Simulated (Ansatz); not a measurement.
A 3-atom cell of Mg₂Si (Fm-3m) from a materials database was put through Ansatz (plane waves). The cell was relaxed beforehand with r2SCAN.

The cell given to it:
```
CELL_PARAMETERS angstrom
0.00000 3.16897 3.16897
3.16897 0.00000 3.16897
3.16897 3.16897 0.00000
ATOMIC_POSITIONS crystal
Mg 0.25000 0.25000 0.25000
Mg 0.75000 0.75000 0.75000
Si 0.00000 0.00000 0.00000
```

What the program printed (shortened):
```
Functional definition: r2SCAN
Crystal: 3 atoms, lattice volume = 63.648 Å³
Basis set: ecut = 500 eV, 1639 PW (Γ)
Bands: 16, of which v1, the nominal top of the filled ones, is band 12 counted from 1 (11 counted from 0)
Symmetry: 48 space group operations
Space group: Fm-3m (ITA 225)
k-points: 16 of 216
preconditioner: auto → none  [insulator: Δε(μ)=0.313 eV  ℏωp=13.2 eV]
Free energy (F): -4492.473958 eV
Fermi energy:    5.868870 eV
--- Per-component energies (eV) ---
  E_band       = -732.485489
  E_kinetic    = 190.161128
  E_local      = -3397.357185
  E_nonlocal   = 216.577367
  E_hartree    = 1233.959925
  E_xc         = -105.305532
  E_vxc        = -127.524871
  E_paw        = -1112.035027
  E_vpaw       = -89.108289
  E_vtau       = 6.846949
  E_ewald      = -1518.345787
  E_core_change = -0.128849
--- Band table (eV; the first three rows and the last of 16) ---
  k-point 0: bands = […, -38.0594, -38.0594, -3.6739, 5.8689, 5.8689, 5.8689, 8.3722, 8.7150, 8.7150, 8.7150]
  k-point 1: bands = […, -38.0605, -38.0605, -3.4123, 4.1611, 5.6124, 5.6124, 8.2568, 9.1381, 9.1381, 10.2237]
  k-point 2: bands = […, -38.0634, -38.0634, -2.7166, 2.0195, 5.2620, 5.2620, 7.7973, 8.9692, 8.9692, 11.6862]
  k-point 15: bands = […, -38.0574, -38.0566, -1.5446, 1.7064, 2.8036, 3.2659, 7.8847, 8.3729, 11.4056, 11.5437]
--- G₀W₀: contour deformation, 8 samples at zero and on the imaginary axis and 1 off it, 216 q-points, 471 empty bands' worth ---
    ik  band        ε_KS         Σx   Σc(E_QP)       V_xc       Z   E_QP_lin       E_QP  E_QP is
     0    11      5.8689   -12.4554     0.5676   -11.4418  0.7509     5.4207     5.4229  root
     0    12      5.8689   -12.4554     0.5676   -11.4418  0.7509     5.4207     5.4229  root
     0    13      8.3722    -6.8555    -3.9604   -10.5039  0.7579     8.0617     8.0602  root
     0    14      8.7150    -5.8545    -3.8201    -9.6241  0.7527     8.6645     8.6645  root
     1    11      5.6124   -12.4460     0.6552   -11.3542  0.7492     5.1736     5.1758  root
     1    12      5.6124   -12.4460     0.6552   -11.3542  0.7492     5.1736     5.1758  root
     1    13      8.2568    -6.4199    -3.8114   -10.0588  0.7581     8.0848     8.0843  root
     1    14      9.1381    -5.7677    -3.9824    -9.6769  0.7463     9.0650     9.0648  root
     2    11      5.2620   -12.6016     0.8325   -11.3358  0.7458     4.8262     4.8287  root
     2    12      5.2620   -12.6016     0.8325   -11.3358  0.7458     4.8262     4.8287  root
     2    13      7.7973    -6.6860    -3.7090   -10.2090  0.7620     7.6117     7.6112  root
     2    14      8.9692    -5.1442    -3.9690    -9.0228  0.7506     8.8790     8.8789  root
     3    11      5.1306   -12.6947     0.9061   -11.3552  0.7443     4.6947     4.6972  root
     3    12      5.1306   -12.6947     0.9061   -11.3552  0.7443     4.6947     4.6972  root
     3    13      7.6226    -6.8022    -3.6722   -10.2849  0.7629     7.4335     7.4330  root
     3    14      8.6924    -5.0308    -3.8916    -8.8344  0.7548     8.6046     8.6044  root
     6    11      3.9122   -12.6374     1.3511   -10.8618  0.7278     3.4839     3.4877  root
     6    12      4.6747   -12.6091     1.0868   -11.0954  0.7397     4.2450     4.2478  root
     6    13      7.6784    -5.4402    -3.6367    -8.9250  0.7644     7.5268     7.5265  root
     6    14      9.4155    -6.2022    -4.1418   -10.1495  0.7416     9.2216     9.2209  root
     8    11      4.1746   -12.3672     1.2307   -10.7149  0.7334     3.7497     3.7530  root
     8    12      5.5773   -12.5875     0.6784   -11.4752  0.7484     5.1412     5.1434  root
     8    13      8.7567    -5.9795    -3.9608    -9.8027  0.7523     8.6195     8.6191  root
     8    14      9.4621    -5.4395    -4.1856    -9.5331  0.7386     9.3702     9.3700  root
     9    11      4.1629   -12.6795     1.3463   -10.9099  0.7321     3.7361     3.7395  root
     9    12      4.1629   -12.6795     1.3463   -10.9099  0.7321     3.7361     3.7395  root
     9    13      7.0104    -6.2138    -3.4263    -9.5138  0.7664     6.8843     6.8840  root
     9    14      7.0515    -4.7219    -3.4684    -8.0021  0.7707     6.8638     6.8634  root
    10    11      3.0937   -12.5713     1.7777   -10.3964  0.7113     2.6929     2.6966  root
    10    12      4.0646   -12.7350     1.3937   -10.9201  0.7306     3.6400     3.6435  root
    10    13      6.7761    -5.3399    -3.3807    -8.5519  0.7703     6.6077     6.6074  root
    10    14      8.0978    -5.7960    -3.7608    -9.3987  0.7569     7.9401     7.9397  root
    12    11      3.8316   -12.8125     1.5136   -10.8815  0.7262     3.4104     3.4142  root
    12    12      3.8316   -12.8125     1.5136   -10.8815  0.7262     3.4104     3.4142  root
    12    13      6.3098    -4.8839    -3.2484    -7.9421  0.7740     6.1199     6.1196  root
    12    14      6.6377    -6.2582    -3.3469    -9.4711  0.7676     6.5038     6.5036  root
```

The points are ik 0 = (0, 0, 0) (Γ), ik 1 = (0, 0, 1/6), ik 2 = (0, 0, 1/3), ik 3 = (0, 0, -1/2), ik 6 = (0, 1/6, -1/2), ik 8 = (0, 1/6, -1/6), ik 9 = (0, 1/3, 1/3), ik 10 = (0, 1/3, -1/2), ik 12 = (0, -1/2, -1/2); band 12 is the last filled one.

Problem. Which of these blocks stood in the input: relax, gw, phonons, dielectric, magnetization (spin_orbit)?

Solution. gw. The quasiparticle table needs the gw block.

Problem. Which k mesh was typed?

Solution. 6×6×6, Γ-centred.

Problem. How were the bands filled?

Solution. Fixed occupations.

Wall time 85 s on 1 × NVIDIA H100 80GB HBM3 with 4 threads of AMD EPYC 7R13 Processor (Zen 3) (shared host), load about 2.3 per core; peak host memory 2.3 GiB.

Calculated for a static, non-magnetic cell.

For so narrow a gap this mesh doesn't settle the screening, and the bands and cutoff are finite.
